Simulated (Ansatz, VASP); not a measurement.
**Os in VASP and in Ansatz**

Contents of INCAR:

```
PREC = Accurate ; ENCUT = 520
EDIFF = 1E-6 ; ISMEAR = 0
SIGMA = 0.026000000000000002 ; LREAL = F
LASPH = T ; NELM = 80
ALGO = Normal ; ISIF = 2
LWAVE = F ; LCHARG = T
GGA = PE ; LELF = T
LVHAR = T ; NBANDS = 15
```

File KPOINTS:

```
Automatic mesh
0
Gamma
  11 11 6
```

File POSCAR:

```
Os
1.0
    2.7341000000      0.0000000000      0.0000000000
   -1.3670500000      2.3678000565      0.0000000000
    0.0000000000      0.0000000000      4.3197000000
Os
2
Direct
    0.6666666667      0.3333333333      0.7500000000
    0.3333333333      0.6666666667      0.2500000000
```

File input.yaml:

```yaml
crystal:
  lattice:
    - [2.7341, 0.0, 0.0]
    - [-1.36705, 2.3678000565, 0.0]
    - [0.0, 0.0, 4.3197]
  atoms:
    - { symbol: Os, position: [0.6666666667, 0.3333333333, 0.75] }
    - { symbol: Os, position: [0.3333333333, 0.6666666667, 0.25] }
hamiltonian:
  xc: pbe
  pseudopotentials: { kind: paw }
kpoints:
  mp_grid: { grid: [11, 11, 6] }
scf:
  occupations: { method: gaussian, width: 0.026 }
output:
  forces: true
  stress: true
  eigenvalues: true
  write_density: true
  write_potential: true
  elf: true
  volumetric_format: npy
```

Alike in both runs: task single point; functional PBE; k mesh 11 × 11 × 6; occupations gaussian, width 0.026 eV; no spin polarisation.

|  | VASP | Ansatz |
| --- | --- | --- |
| version | VASP 6.6.1 | Ansatz 0.2.0 |
| potentials or method | VASP PAW PBE potentials, release 64 (Os) | Ansatz PAW |
| plane-wave cutoff (eV) | 520 | 420 |
| valence electrons in the cell | 16 | 32 |

|  | VASP | Ansatz | Ansatz less VASP |
| --- | --- | --- | --- |
| gap on the k mesh at the Fermi level (eV) | none | none | - |
| pressure (GPa) | 8.8 | 8.8 | -0.03 |
| largest component of the traceless stress (GPa) | 0.19 | 0.26 | +0.065 |

A gap of «none» marks a metal or a gap that the smearing closes. The two sets of potentials don't hold the same shells in valence.

The runs have no spin-orbit coupling, so splittings on Os are missing.
